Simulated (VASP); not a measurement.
# Te2Mo (P6_3/mmc) in VASP: further runs

The runs below take Te2Mo through band structure, with LDA, PBEsol, RPBE.

Everything below comes from runs of VASP 6.6.1. Logs are shortened: lines on timing, memory, paths and dates and some standing lists are left out, and cuts for length are marked.

**What was measured.**

“Broadband infrared study of pressure-tunable Fano resonance and metallization transition in 2H-MoTe2”, 2022, pmc:9569381 quotes, for a bulk crystal of Te2Mo at 300 K: band gap 0.88 ± 0.05 eV (indirect).

The results are compared with them further down.

### 1 The structure

It takes space group P6_3/mmc (No. 194, hexagonal). Conventional cell: a = 3.518 Å, b = 3.518 Å, c = 13.974 Å, α = 90.00°, β = 90.00°, γ = 120.00°. Te (site symmetry 3m) has 3 Mo at 2.72 Å as nearest neighbours. Mo (site symmetry -6m2) is surrounded by 6 Te at 2.72 Å.

### 2 Band structure, LDA

Contents of INCAR:

```
SYSTEM = Te2Mo
PREC = Accurate
ENCUT = 520
EDIFF = 1E-6
ISMEAR = -1
SIGMA = 0.05
LREAL = .FALSE.
LASPH = .TRUE.
NELM = 60
ALGO = Normal
ISIF = 2
LWAVE = .FALSE.
LCHARG = .FALSE.
LMAXMIX = 4
GGA = CA
NBANDS = 35
```

Contents of KPOINTS:

```
regular mesh
0
G
  9 9 2
  0 0 0
```

Contents of POSCAR:

```
Te2Mo
1.0
    3.5182000000      0.0000000000      0.0000000000
   -1.7591000000      3.0468505756      0.0000000000
    0.0000000000      0.0000000000     13.9736000000
Te Mo
4 2
Direct
    0.6666666667      0.3333333333      0.3790000000
    0.3333333333      0.6666666667      0.8790000000
    0.6666666667      0.3333333333      0.1210000000
    0.3333333333      0.6666666667      0.6210000000
    0.6666666667      0.3333333333      0.7500000000
    0.3333333333      0.6666666667      0.2500000000
```

Contents of KPOINTS_OPT:

```
path GMKGALHA,LM,KH
20
line-mode
reciprocal
 0.0000000000  0.0000000000  0.0000000000  G
 0.5000000000  0.0000000000  0.0000000000  M

 0.5000000000  0.0000000000  0.0000000000  M
 0.3333333333  0.3333333333  0.0000000000  K

 0.3333333333  0.3333333333  0.0000000000  K
 0.0000000000  0.0000000000  0.0000000000  G

 0.0000000000  0.0000000000  0.0000000000  G
 0.0000000000  0.0000000000  0.5000000000  A

 0.0000000000  0.0000000000  0.5000000000  A
 0.5000000000  0.0000000000  0.5000000000  L

 0.5000000000  0.0000000000  0.5000000000  L
 0.3333333333  0.3333333333  0.5000000000  H

 0.3333333333  0.3333333333  0.5000000000  H
 0.0000000000  0.0000000000  0.5000000000  A

 0.5000000000  0.0000000000  0.5000000000  L
 0.5000000000  0.0000000000  0.0000000000  M

 0.3333333333  0.3333333333  0.0000000000  K
 0.3333333333  0.3333333333  0.5000000000  H
```

Potentials or basis: VASP PAW LDA potentials, release 64 (Te, Mo_sv).

Command:

```bash
$ cat potpaw_LDA.64/Te/POTCAR potpaw_LDA.64/Mo_sv/POTCAR > POTCAR
$ mpirun -np 1 vasp_std > vasp.out
```

OUTCAR:

```text
SYSTEM = Te2Mo
   PREC = Accurate
   ENCUT = 520
   EDIFF = 1E-6
   ISMEAR = -1
   LREAL = .FALSE.
   LASPH = .TRUE.
   NELM = 60
   ISIF = 2
   GGA = CA

 ion  position               nearest neighbor table
   1  0.667  0.333  0.379-   6 2.72   6 2.72   6 2.72   3 3.61
   2  0.333  0.667  0.879-   5 2.72   5 2.72   5 2.72   4 3.61
   3  0.667  0.333  0.121-   6 2.72   6 2.72   6 2.72   1 3.61
   4  0.333  0.667  0.621-   5 2.72   5 2.72   5 2.72   2 3.61
   5  0.667  0.333  0.750-   2 2.72   4 2.72   2 2.72   4 2.72   2 2.72   4 2.72
   6  0.333  0.667  0.250-   1 2.72   3 2.72   1 2.72   3 2.72   1 2.72   3 2.72

  LATTYP: Found a hexagonal cell.
 ALAT       =     3.5182000000
 C/A-ratio  =     3.9718037633

  Lattice vectors:

 A1 = (   3.5182000000,   0.0000000000,   0.0000000000)
 A2 = (  -1.7591000000,   3.0468505756,   0.0000000000)
 A3 = (   0.0000000000,   0.0000000000,  13.9736000000)

Analysis of symmetry for initial positions (statically):
=====================================================================
 Subroutine PRICEL returns:
 Original cell was already a primitive cell.

 Routine SETGRP: Setting up the symmetry group for a
 hexagonal supercell.

 Subroutine GETGRP returns: Found 24 space group operations
 (whereof 12 operations were pure point group operations)
 out of a pool of 24 trial point group operations.

The static configuration has the point symmetry D_3d.
 The point group associated with its full space group is D_6h.

Analysis of symmetry for dynamics (positions and initial velocities):
=====================================================================
 Subroutine PRICEL returns:
 Original cell was already a primitive cell.

 Routine SETGRP: Setting up the symmetry group for a
 hexagonal supercell.

 Subroutine GETGRP returns: Found 24 space group operations
 (whereof 12 operations were pure point group operations)
 out of a pool of 24 trial point group operations.

The dynamic configuration has the point symmetry D_3d.
 The point group associated with its full space group is D_6h.

 Subroutine INISYM returns: Found 24 space group operations
 (whereof 12 operations are pure point group operations),
 and found     1 'primitive' translations

----------------------------------------------------------------------------------------

                                     Primitive cell

  volume of cell :     149.7890

  direct lattice vectors                    reciprocal lattice vectors
     3.518200000  0.000000000  0.000000000     0.284236257  0.164103880  0.000000000
    -1.759100000  3.046850576  0.000000000     0.000000000  0.328207759  0.000000000
     0.000000000  0.000000000 13.973600000     0.000000000  0.000000000  0.071563520

  length of vectors
     3.518200000  3.518200000 13.973600000     0.328207759  0.328207759  0.071563520

  position of ions in fractional coordinates (direct lattice)
     0.666666667  0.333333333  0.379000000
     0.333333333  0.666666667  0.879000000
     0.666666667  0.333333333  0.121000000
     0.333333333  0.666666667  0.621000000
     0.666666667  0.333333333  0.750000000
     0.333333333  0.666666667  0.250000000

  ion indices of the primitive-cell ions
   primitive index   ion index
                 1           1
                 2           2
                 3           3
                 4           4
                 5           5
                 6           6

----------------------------------------------------------------------------------------

 KPOINTS: regular mesh

Automatic generation of k-mesh.
 Grid dimensions read from file:
 generate k-points for:    9    9    2

 Generating k-lattice:

  Cartesian coordinates                     Fractional coordinates (reciprocal lattice)
     0.031581806  0.018233764  0.000000000     0.111111111  0.000000000  0.000000000
     0.000000000  0.036467529  0.000000000     0.000000000  0.111111111  0.000000000
     0.000000000  0.000000000  0.035781760     0.000000000  0.000000000  0.500000000

  Length of vectors
     0.036467529  0.036467529  0.035781760

  Shift w.r.t. Gamma in fractional coordinates (k-lattice)
     0.000000000  0.000000000  0.000000000

 Subroutine IBZKPT returns following result:
 ===========================================

 Found     24 irreducible k-points:

 Following reciprocal coordinates:
            Coordinates               Weight
  0.000000  0.000000  0.000000      1.000000
  0.111111  0.000000  0.000000      6.000000
  0.222222 -0.000000  0.000000      6.000000
  0.333333  0.000000  0.000000      6.000000
  0.444444 -0.000000  0.000000      6.000000
  0.111111  0.111111  0.000000      6.000000
[... 16 lines left out ...]
  0.333333  0.222222  0.500000     12.000000
  0.333333  0.333333  0.500000      2.000000
   k-points           NKPTS =     24   k-points in BZ     NKDIM =     24   number of bands    NBANDS=     35
   number of dos      NEDOS =    301   number of ions     NIONS =      6
   total plane-waves  NPLWV =  84672
   dimension x,y,z NGX =    28 NGY =   28 NGZ =  108
   dimension x,y,z NGXF=    56 NGYF=   56 NGZF=  216
   ions per type =               4   2
   NGX,Y,Z   is equivalent  to a cutoff of  13.23, 13.23, 12.85 a.u.
   NGXF,Y,Z  is equivalent  to a cutoff of  26.46, 26.46, 25.70 a.u.
 SYSTEM =  Te2Mo
   PREC   = accura    normal or accurate (medium, high low for compatibility)
   ISTART =      0    job   : 0-new  1-cont  2-samecut
   ICHARG =      2    charge: 1-file 2-atom 10-const
   ISPIN  =      1    spin polarized calculation?
   LNONCOLLINEAR =      F non collinear calculations
   LSORBIT =      F    spin-orbit coupling
   LASPH  =      T    aspherical Exc in radial PAW
   ENCUT  =  520.0 eV  38.22 Ry    6.18 a.u.   6.54  6.54 25.98*2*pi/ulx,y,z
   NELM   =     60;   NELMIN=  2; NELMDL= -5     # of ELM steps
   EDIFF  = 0.1E-05   stopping-criterion for ELM
   LREAL  =      F    real-space projection
[... 7 lines left out ...]
   TEBEG  =    0.0;   TEEND  =   0.0 temperature during run
   PSTRESS=    0.0 pullay stress
   NELECT =      52.0000    total number of electrons
   NUPDOWN=      -1.0000    fix difference up-down
   EMIN   =  10.00;   EMAX   =-10.00  energy-range for DOS
   EFERMI =   0.00;   METHOD = LEGACY
   ISMEAR =    -1;   SIGMA  =   0.05  broadening in eV -4-tet -1-fermi 0-gaus
   EFERMI_NEDOS =   21; number of points for ismear=-14 and -15
   IALGO  =     38    algorithm
   IMIX   =      4    mixing-type and parameters
     AMIX     =   0.40;   BMIX     =  1.00
     AMIX_MAG =   1.60;   BMIX_MAG =  1.00
  volume/ion in A,a.u.               =      24.96       168.47
  Fermi-wavevector in a.u.,A,eV,Ry     =   1.150578  2.174277 18.011787  1.323829
  Thomas-Fermi vector in A             =   2.287241
   LORBIT       =      0    0 simple, 1 ext, 2 COOP (PROOUT), +10 PAW based schemes
   GGA     = CA    functional components
   LHFCALC =     F    Hartree Fock is set to
   AEXX    =    0.0000 exact exchange contribution
   IVDW    =     0    specifies the selected vdW correction
   LEPSILON=     F    determine dielectric tensor
   LRPA    =     F    only Hartree local field effects (RPA)
 non-spin polarized calculation
  energy-cutoff  :      520.00
  volume of cell :      149.79
 maximum number of plane-waves:      4095
 NGX is ok and might be reduce to    28
   NGX = 13   NGY = 13   NGZ = 51

 number of electron      51.9999997 magnetization

 Free energy of the ion-electron system (eV)
  ---------------------------------------------------
  ext. energy  EPLUGINS =         0.00000000
  ---------------------------------------------------
  free energy    TOTEN  =       -41.22431944 eV

  energy without entropy =      -41.22428329  energy(sigma->0) =      -41.22430137

 E-fermi :   8.3702     XC(G=0): -10.6526

 val. band max:        8.0173372575   @ k =   0.0000   0.0000   0.0000
 cond. band min:       8.7645024028   @ k =   0.2222   0.2222   0.0000
 fundamental gap:      0.7471651453
 Fermi energy:         8.3701786088

 k-point     1 :       0.0000    0.0000    0.0000
  band No.  band energies     occupation
      1     -52.4617      2.00000
      2     -52.4617      2.00000
      3     -26.8203      2.00000
      4     -26.8203      2.00000
      5     -26.6832      2.00000
      6     -26.6832      2.00000
[... 27 lines left out ...]
     34      11.3764      0.00000
     35      13.6256      0.00000

 k-point     2 :       0.1111    0.0000    0.0000
  band No.  band energies     occupation
      1     -52.4605      2.00000
      2     -52.4605      2.00000
      3     -26.8168      2.00000
      4     -26.8168      2.00000
      5     -26.6989      2.00000
      6     -26.6989      2.00000
[... 27 lines left out ...]
     34      11.2202      0.00000
     35      14.2522      0.00000

 k-point     3 :       0.2222   -0.0000    0.0000
  band No.  band energies     occupation
      1     -52.4575      2.00000
      2     -52.4575      2.00000
      3     -26.8080      2.00000
      4     -26.8080      2.00000
      5     -26.7385      2.00000
      6     -26.7385      2.00000
[... 27 lines left out ...]
     34      11.5456      0.00000
     35      14.2457      0.00000
[... 723 lines left out ...]
 k-point    23 :       0.3333    0.2222    0.5000
  band No.  band energies     occupation
      1     -52.4509      2.00000
      2     -52.4509      2.00000
      3     -26.7965      2.00000
      4     -26.7965      2.00000
      5     -26.7884      2.00000
      6     -26.7884      2.00000
[... 27 lines left out ...]
     34      11.5639      0.00000
     35      13.0024      0.00000

 k-point    24 :       0.3333    0.3333    0.5000
  band No.  band energies     occupation
      1     -52.4503      2.00000
      2     -52.4503      2.00000
      3     -26.7866      2.00000
      4     -26.7866      2.00000
      5     -26.7843      2.00000
      6     -26.7843      2.00000
[... 27 lines left out ...]
     34      11.5996      0.00000
     35      12.9673      0.00000

------------------------ aborting loop because EDIFF is reached ----------------------------------------

  FORCE on cell =-STRESS in cart. coord.  units (eV):
  Direction    XX          YY          ZZ          XY          YZ          ZX
  --------------------------------------------------------------------------------------
  -------------------------------------------------------------------------------------
  Total       -2.6882337     -2.6882337     -2.4841298     -0.0000000      0.0000000     -0.0000000
  in kB      -28.7539567    -28.7539567    -26.5708154     -0.0000000      0.0000000     -0.0000000
  external PRESSURE =     -28.0262429 kB  Pullay stress =       0.0000000 kB

 VOLUME and BASIS-vectors are now :
 -----------------------------------------------------------------------------
  energy-cutoff  :      520.00
  volume of cell :      149.79
      direct lattice vectors                 reciprocal lattice vectors
     3.518200000  0.000000000  0.000000000     0.284236257  0.164103880  0.000000000
    -1.759100000  3.046850576  0.000000000     0.000000000  0.328207759  0.000000000
     0.000000000  0.000000000 13.973600000     0.000000000  0.000000000  0.071563520

 POSITION                                       TOTAL-FORCE (eV/Angst)
 -----------------------------------------------------------------------------------
      1.75910      1.01562      5.29599        -0.000000     -0.000000     -0.239525
     -0.00000      2.03123     12.28279         0.000000      0.000000     -0.239525
      1.75910      1.01562      1.69081         0.000000     -0.000000      0.239525
     -0.00000      2.03123      8.67761         0.000000      0.000000      0.239525
      1.75910      1.01562     10.48020        -0.000000      0.000000     -0.000000
     -0.00000      2.03123      3.49340         0.000000     -0.000000     -0.000000
 -----------------------------------------------------------------------------------
    total drift:                               -0.000000      0.000000     -0.000000

  FREE ENERGIE OF THE ION-ELECTRON SYSTEM (eV)
  ---------------------------------------------------
  free  energy   TOTEN  =       -41.2243194421 eV

  energy  without entropy=      -41.2242832930  energy(sigma->0) =      -41.22430137
```

Wall time 12 min (1 thread of Intel Xeon Platinum 8488C (Sapphire Rapids), shared host); peak memory 0.37 GiB.

Results:

- Free energy: -41.2243 eV
- Pressure: -2.8 GPa
- Largest force: 0.240 eV/Å
- Band gap on the k mesh: 0.75 eV, indirect (least direct gap 1.03 eV)
- Band gap along the path: 0.67 eV, indirect (least direct gap 1.03 eV)

Forces in eV/Å, atoms in the order of the input:
```
Te   0.000  0.000 -0.240
Te   0.000  0.000 -0.240
Te   0.000  0.000  0.240
Te   0.000  0.000  0.240
Mo   0.000  0.000  0.000
Mo   0.000  0.000  0.000
```

Stress tensor (GPa, compression positive):
```
-2.88  0.00  0.00
 0.00 -2.88  0.00
 0.00  0.00 -2.66
```

Levels at the corners of the path, in eV from the valence-band top:
| point | band 24 | band 25 | band 26 | band 27 | band 28 | band 29 |
| --- | --- | --- | --- | --- | --- | --- |
| Γ | -1.03 | -0.31 | 0.00 | 2.88 | 2.88 | 3.01 |
| M | -0.96 | -0.61 | -0.32 | 1.24 | 1.30 | 1.43 |
| M | -0.96 | -0.61 | -0.32 | 1.24 | 1.30 | 1.43 |
| K | -1.82 | -0.34 | -0.10 | 0.94 | 0.94 | 1.13 |
| K | -1.82 | -0.34 | -0.10 | 0.94 | 0.94 | 1.13 |
| Γ | -1.03 | -0.31 | 0.00 | 2.88 | 2.88 | 3.01 |
| Γ | -1.03 | -0.31 | 0.00 | 2.88 | 2.88 | 3.01 |
| A | -1.05 | -0.08 | -0.08 | 2.92 | 2.92 | 2.92 |
| A | -1.05 | -0.08 | -0.08 | 2.92 | 2.92 | 2.92 |
| L | -0.96 | -0.47 | -0.47 | 1.26 | 1.26 | 1.61 |
| L | -0.96 | -0.47 | -0.47 | 1.26 | 1.26 | 1.61 |
| H | -1.98 | -0.24 | -0.24 | 0.94 | 0.94 | 1.60 |
| H | -1.98 | -0.24 | -0.24 | 0.94 | 0.94 | 1.60 |
| A | -1.05 | -0.08 | -0.08 | 2.92 | 2.92 | 2.92 |
| L | -0.96 | -0.47 | -0.47 | 1.26 | 1.26 | 1.61 |
| M | -0.96 | -0.61 | -0.32 | 1.24 | 1.30 | 1.43 |
| K | -1.82 | -0.34 | -0.10 | 0.94 | 0.94 | 1.13 |
| H | -1.98 | -0.24 | -0.24 | 0.94 | 0.94 | 1.60 |

Caveat: spin-orbit coupling is left out, which moves the levels of the heavy elements.

(Continued in part 2 of 2.)
